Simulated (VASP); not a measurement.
# Rh (Fm-3m) in VASP: a series of runs

Runs on Rh. Level: PBE. Tasks: relaxation of cell and atoms.

All numbers are computed with VASP 6.6.1; they aren't measurements. Logs are shortened: lines on timing, memory, paths and dates and some standing lists are left out, and cuts for length are marked.

### Step 1. The structure

Symmetry: Fm-3m, No. 225, cubic system. The conventional cell has a = 3.796 Å, b = 3.796 Å, c = 3.796 Å, α = 90.00°, β = 90.00°, γ = 90.00°. Rh (site symmetry m-3m) is surrounded by 12 Rh at 2.68 Å.

### Step 2. Relaxation of cell and atoms, PBE

INCAR

```
SYSTEM = Rh
  ALGO = Normal
  EDIFF = 1E-7
  EDIFFG = -0.002
  ENCUT = 520
  GGA = PE
  IBRION = 2
  ISIF = 3
  ISMEAR = 0
  LASPH = .True.
  LCHARG = .False.
  LREAL = .False.
  LWAVE = .False.
  NELM = 80
  NSW = 80
  PREC = Accurate
  SIGMA = 1.0
```

KPOINTS

```
k-points
0
Gamma
  18 18 18
  0 0 0
```

POSCAR

```
Rh
1.0
    0.0000000000      1.8978500000      1.8978500000
    1.8978500000      0.0000000000      1.8978500000
    1.8978500000      1.8978500000      0.0000000000
Rh
1
Direct
    0.0000000000      0.0000000000      0.0000000000
```

Potentials or basis: VASP PAW PBE potentials, release 64 (Rh_pv).

The run is started by

```bash
> cat potpaw_PBE.64/Rh_pv/POTCAR > POTCAR
> mpirun -np 1 vasp_std > vasp.out
```

OUTCAR:

```text
SYSTEM = Rh
   EDIFF = 1E-7
   EDIFFG = -0.002
   ENCUT = 520
   GGA = PE
   IBRION = 2
   ISIF = 3
   ISMEAR = 0
   LASPH = .True.
   LREAL = .False.
   NELM = 80
   NSW = 80
   PREC = Accurate

 ion  position               nearest neighbor table
   1  0.000  0.000  0.000-

  LATTYP: Found a face centered cubic cell.
 ALAT       =     3.7957000000

  Lattice vectors:

 A1 = (   0.0000000000,   1.8978500000,   1.8978500000)
 A2 = (   1.8978500000,   0.0000000000,   1.8978500000)
 A3 = (   1.8978500000,   1.8978500000,   0.0000000000)

Analysis of symmetry for initial positions (statically):
=====================================================================
 Subroutine PRICEL returns:
 Original cell was already a primitive cell.

 Routine SETGRP: Setting up the symmetry group for a
 face centered cubic supercell.

 Subroutine GETGRP returns: Found 48 space group operations
 (whereof 48 operations were pure point group operations)
 out of a pool of 48 trial point group operations.

The static configuration has the point symmetry O_h .

Analysis of symmetry for dynamics (positions and initial velocities):
=====================================================================
 Subroutine PRICEL returns:
 Original cell was already a primitive cell.

 Routine SETGRP: Setting up the symmetry group for a
 face centered cubic supercell.

 Subroutine GETGRP returns: Found 48 space group operations
 (whereof 48 operations were pure point group operations)
 out of a pool of 48 trial point group operations.

The dynamic configuration has the point symmetry O_h .

 Subroutine INISYM returns: Found 48 space group operations
 (whereof 48 operations are pure point group operations),
 and found     1 'primitive' translations

----------------------------------------------------------------------------------------

                                     Primitive cell

  volume of cell :      13.6715

  direct lattice vectors                    reciprocal lattice vectors
     0.000000000  1.897850000  1.897850000    -0.263456016  0.263456016  0.263456016
     1.897850000  0.000000000  1.897850000     0.263456016 -0.263456016  0.263456016
     1.897850000  1.897850000  0.000000000     0.263456016  0.263456016 -0.263456016

  length of vectors
     2.683965209  2.683965209  2.683965209     0.456319205  0.456319205  0.456319205

  position of ions in fractional coordinates (direct lattice)
     0.000000000  0.000000000  0.000000000

  ion indices of the primitive-cell ions
   primitive index   ion index
                 1           1

----------------------------------------------------------------------------------------

 KPOINTS: k-points

Automatic generation of k-mesh.
 Grid dimensions read from file:
 generate k-points for:   18   18   18

 Generating k-lattice:

  Cartesian coordinates                     Fractional coordinates (reciprocal lattice)
    -0.014636445  0.014636445  0.014636445     0.055555556  0.000000000  0.000000000
     0.014636445 -0.014636445  0.014636445     0.000000000  0.055555556  0.000000000
     0.014636445  0.014636445 -0.014636445     0.000000000  0.000000000  0.055555556

  Length of vectors
     0.025351067  0.025351067  0.025351067

  Shift w.r.t. Gamma in fractional coordinates (k-lattice)
     0.000000000  0.000000000  0.000000000

 Subroutine IBZKPT returns following result:
 ===========================================

 Found    195 irreducible k-points:

 Following reciprocal coordinates:
            Coordinates               Weight
  0.000000  0.000000  0.000000      1.000000
  0.055556  0.000000  0.000000      8.000000
  0.111111  0.000000  0.000000      8.000000
  0.166667  0.000000  0.000000      8.000000
  0.222222  0.000000  0.000000      8.000000
  0.277778  0.000000  0.000000      8.000000
[... 16 lines left out ...]
 -0.277778  0.055556  0.000000     24.000000
 -0.222222  0.055556  0.000000     24.000000
 [... further k-points ...]
   k-points           NKPTS =    195   k-points in BZ     NKDIM =    195   number of bands    NBANDS=     11
   number of dos      NEDOS =    301   number of ions     NIONS =      1
   total plane-waves  NPLWV =   8000
   dimension x,y,z NGX =    20 NGY =   20 NGZ =   20
   dimension x,y,z NGXF=    40 NGYF=   40 NGZF=   40
   ions per type =               1
   NGX,Y,Z   is equivalent  to a cutoff of  12.39, 12.39, 12.39 a.u.
   NGXF,Y,Z  is equivalent  to a cutoff of  24.78, 24.78, 24.78 a.u.
 SYSTEM =  Rh
   PREC   = accura    normal or accurate (medium, high low for compatibility)
   ISTART =      0    job   : 0-new  1-cont  2-samecut
   ICHARG =      2    charge: 1-file 2-atom 10-const
   ISPIN  =      1    spin polarized calculation?
   LNONCOLLINEAR =      F non collinear calculations
   LSORBIT =      F    spin-orbit coupling
   LASPH  =      T    aspherical Exc in radial PAW
   ENCUT  =  520.0 eV  38.22 Ry    6.18 a.u.   4.99  4.99  4.99*2*pi/ulx,y,z
   NELM   =     80;   NELMIN=  2; NELMDL= -5     # of ELM steps
   EDIFF  = 0.1E-06   stopping-criterion for ELM
   LREAL  =      F    real-space projection
   EDIFFG = -.2E-02   stopping-criterion for IOM
   NSW    =     80    number of steps for IOM
   IBRION =      2    ionic relax: 0-MD 1-quasi-New 2-CG
   NFREE  =      1    steps in history (QN), initial steepest desc. (CG)
   ISIF   =      3    stress and relaxation
   ISYM   =      2    0-nonsym 1-usesym 2-fastsym
   POTIM  = 0.5000    time-step for ionic-motion
   TEBEG  =    0.0;   TEEND  =   0.0 temperature during run
   PSTRESS=    0.0 pullay stress
   NELECT =      15.0000    total number of electrons
   NUPDOWN=      -1.0000    fix difference up-down
   EMIN   =  10.00;   EMAX   =-10.00  energy-range for DOS
   EFERMI =   0.00;   METHOD = LEGACY
   ISMEAR =     0;   SIGMA  =   1.00  broadening in eV -4-tet -1-fermi 0-gaus
   EFERMI_NEDOS =   21; number of points for ismear=-14 and -15
   IALGO  =     38    algorithm
   IMIX   =      4    mixing-type and parameters
     AMIX     =   0.40;   BMIX     =  1.00
     AMIX_MAG =   1.60;   BMIX_MAG =  1.00
  volume/ion in A,a.u.               =      13.67        92.26
  Fermi-wavevector in a.u.,A,eV,Ry     =   1.688496  3.190795 38.790465  2.851019
  Thomas-Fermi vector in A             =   2.770792
   LORBIT       =      0    0 simple, 1 ext, 2 COOP (PROOUT), +10 PAW based schemes
   GGA     = PE    functional components
   LHFCALC =     F    Hartree Fock is set to
   AEXX    =    0.0000 exact exchange contribution
   IVDW    =     0    specifies the selected vdW correction
   LEPSILON=     F    determine dielectric tensor
   LRPA    =     F    only Hartree local field effects (RPA)
 conjugate gradient relaxation of ions
 non-spin polarized calculation
 Gauss-broadening in eV      SIGMA  =   1.00
  energy-cutoff  :      520.00
  volume of cell :       13.67
 maximum number of plane-waves:       380
   NGX =  9   NGY =  9   NGZ =  9

--------------------------------------- Ionic step        1  -------------------------------------------

 number of electron      15.0000007 magnetization

 Free energy of the ion-electron system (eV)
  ---------------------------------------------------
  ext. energy  EPLUGINS =         0.00000000
  ---------------------------------------------------
  free energy    TOTEN  =        -7.58744924 eV

  energy without entropy =       -6.93342933  energy(sigma->0) =       -7.26043928

------------------------ aborting loop because EDIFF is reached ----------------------------------------

  FORCE on cell =-STRESS in cart. coord.  units (eV):
  Direction    XX          YY          ZZ          XY          YZ          ZX
  --------------------------------------------------------------------------------------
  -------------------------------------------------------------------------------------
  Total        1.1706194      1.1706194      1.1706194      0.0000000     -0.0000000     -0.0000000
  in kB      137.1862738    137.1862738    137.1862738      0.0000000     -0.0000000     -0.0000000
  external PRESSURE =     137.1862738 kB  Pullay stress =       0.0000000 kB
[... 20 lines left out ...]
  energy  without entropy=       -6.9334293312  energy(sigma->0) =       -7.26043928

--------------------------------------- Ionic step        2  -------------------------------------------

 number of electron      15.0000009 magnetization

 E-fermi :   9.2431     XC(G=0): -13.0218

 val. band max:        9.2322217347   @ k =   0.3333   0.1111   0.0000
 cond. band min:       9.2598971219   @ k =   0.5000   0.3889   0.0556
 fundamental gap:      0.0276753872
 Fermi energy:         9.2430814450

 k-point     1 :       0.0000    0.0000    0.0000
  band No.  band energies     occupation
      1     -36.8240      2.00000
      2     -36.8240      2.00000
      3     -36.8240      2.00000
      4       2.3864      2.00000
      5       6.8607      1.99925
      6       6.8607      1.99925
      7       6.8607      1.99925
      8       8.4686      1.72660
      9       8.4686      1.72660
     10      25.2036      0.00000
     11      29.7686      0.00000
[... 385 lines left out ...]
  FREE ENERGIE OF THE ION-ELECTRON SYSTEM (eV)
  ---------------------------------------------------
  free  energy   TOTEN  =        -7.6177495718 eV

  energy  without entropy=       -6.9142536855  energy(sigma->0) =       -7.26600163

[... ionic steps 4 to 13 ...]

--------------------------------------- Ionic step       14  -------------------------------------------

 number of electron      14.9999995 magnetization

------------------------ aborting loop because EDIFF is reached ----------------------------------------

  FORCE on cell =-STRESS in cart. coord.  units (eV):
  Direction    XX          YY          ZZ          XY          YZ          ZX
  --------------------------------------------------------------------------------------
  -------------------------------------------------------------------------------------
  Total        0.0107371      0.0107371      0.0107371      0.0000000      0.0000000      0.0000000
  in kB        1.1934267      1.1934267      1.1934267      0.0000000      0.0000000      0.0000000
  external PRESSURE =       1.1934267 kB  Pullay stress =       0.0000000 kB
[... 55 lines left out ...]
  energy  without entropy=       -6.9164712879  energy(sigma->0) =       -7.26713177

--------------------------------------- Ionic step       16  -------------------------------------------

 number of electron      14.9999995 magnetization

 Free energy of the ion-electron system (eV)
  ---------------------------------------------------
  ext. energy  EPLUGINS =         0.00000000
  ---------------------------------------------------
  free energy    TOTEN  =        -7.61779317 eV

  energy without entropy =       -6.91612522  energy(sigma->0) =       -7.26695920

 E-fermi :  11.0476     XC(G=0): -13.7190

 val. band max:       11.0399189956   @ k =  -0.3333   0.3333   0.0000
 cond. band min:      11.0481871233   @ k =  -0.4444   0.4444   0.1111
 fundamental gap:      0.0082681278
 Fermi energy:        11.0476066382

 k-point     1 :       0.0000    0.0000    0.0000
  band No.  band energies     occupation
      1     -35.1874      2.00000
      2     -35.1874      2.00000
      3     -35.1874      2.00000
      4       3.4386      2.00000
      5       8.2321      1.99993
      6       8.2321      1.99993
      7       8.2321      1.99993
      8      10.1580      1.79163
      9      10.1580      1.79163
     10      27.0721      0.00000
     11      31.8224      0.00000
[... 350 lines left out ...]
  FREE ENERGIE OF THE ION-ELECTRON SYSTEM (eV)
  ---------------------------------------------------
  free  energy   TOTEN  =        -7.6177931745 eV

  energy  without entropy=       -6.9161252237  energy(sigma->0) =       -7.26695920

 reached required accuracy - stopping structural energy minimisation
```

Wall time 59 s (1 thread of Intel Xeon 6975P-C (Granite Rapids), shared host); peak memory 0.15 GiB.

What came out:

| Quantity | Value |
| --- | --- |
| Free energy | -7.6178 eV |
| Relaxed volume | 14.42 Å³/atom |
| Relaxed cell | a = 2.732 Å, b = 2.732 Å, c = 2.732 Å, α = 60.00°, β = 60.00°, γ = 60.00° |
| Space group after relaxing (to 0.05 Å) | Fm-3m (No. 225) |
| Energy gained by relaxing | 30.3 meV/atom |
| Ionic steps | 16 |
| Pressure after relaxing | 0.0 GPa |
| Band gap on the k mesh | none (metal or under the smearing width) |

Step by step:
```
step  energy change (eV)  largest force (eV/Å)  pressure (GPa)  volume (Å³)
   1              0.0000                0.0000           13.72        13.67
   2              0.0795                0.0000          -18.40        16.12
   3             -0.0303                0.0000           -0.45        14.45
   4             -0.0303                0.0000           -0.04        14.43
   5             -0.0303                0.0000            0.20        14.41
   6             -0.0303                0.0000            0.18        14.41
   7             -0.0303                0.0000            0.16        14.41
   8             -0.0303                0.0000            0.16        14.41
   9             -0.0303                0.0000            0.16        14.41
  10             -0.0303                0.0000            0.16        14.41
  11             -0.0303                0.0000            0.16        14.41
  12             -0.0303                0.0000            0.15        14.41
  13             -0.0303                0.0000            0.14        14.41
  14             -0.0303                0.0000            0.12        14.41
  15             -0.0303                0.0000            0.08        14.42
  16             -0.0303                0.0000           -0.01        14.42
```

Final structure:
```
CELL_PARAMETERS angstrom
0.00000 1.93200 1.93200
1.93200 0.00000 1.93200
1.93200 1.93200 0.00000
ATOMIC_POSITIONS crystal
Rh 0.00000 0.00000 0.00000
```

Levels at points of the mesh, in eV from the Fermi level:
```tsv
k point	band 3	band 4	band 5	band 6	band 7	band 8	band 9	band 10	band 11
(0.00, 0.00, 0.00)	-46.24	-7.61	-2.82	-2.82	-2.82	-0.89	-0.89	16.02	20.77
(0.50, 0.00, 0.00)	-46.32	-5.70	-2.89	-2.89	0.57	0.57	0.79	8.19	15.50
(0.50, 0.50, 0.00)	-46.46	-5.86	-5.49	0.53	0.96	0.96	3.22	11.70	13.04
```

PBE usually gives volumes a little too large and moduli too small. Zero-point motion and thermal expansion aren't in these numbers.

(Part 1 of 2 ends here.)
